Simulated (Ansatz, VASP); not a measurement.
One calculation of MgS (Niningerite), two programs

```
CELL_PARAMETERS angstrom
0.00000 2.60165 2.60165
2.60165 0.00000 2.60165
2.60165 2.60165 0.00000
ATOMIC_POSITIONS crystal
S 0.50959 0.50184 0.51348
Mg 0.99407 0.01003 0.98603
```

Change from the starting cell: atoms moved at random, drawn with an rms of 0.05 Å.

Alike in both runs: task relaxation of cell and atoms; functional LDA; k mesh 7 × 7 × 7; occupations gaussian, width 0.01 eV; no spin polarisation.

|  | VASP | Ansatz |
| --- | --- | --- |
| version | VASP 6.6.1 | Ansatz 0.2.0 |
| potentials or method | VASP PAW LDA potentials, release 64 (S, Mg) | Ansatz PAW earlier set |
| plane-wave cutoff (eV) | 600 | 760 |
| valence electrons in the cell | 8 | 16 |

VASP gave:

- relaxed volume (Å³/atom): 16.76
- relaxed cell length with the largest relative difference (Å): 3.619
- energy change over the relaxation (meV/atom): -20

Q: Which values does Ansatz return?

A: Relaxed volume (Å³/atom): 16.87; relaxed cell length with the largest relative difference (Å): 3.627; energy change over the relaxation (meV/atom): -18.

The two sets of potentials don't hold the same shells in valence.

Caveats: the plane-wave basis is chosen anew once the cell has moved, so the energies of steps on either side of that aren't comparable (Ansatz); the PAW data sets come from PBE, with cores solved anew for the run's functional, which leaves a small shift of forces and pressure (Ansatz). LDA usually gives volumes a few per cent too small. A k mesh can miss the band edges.
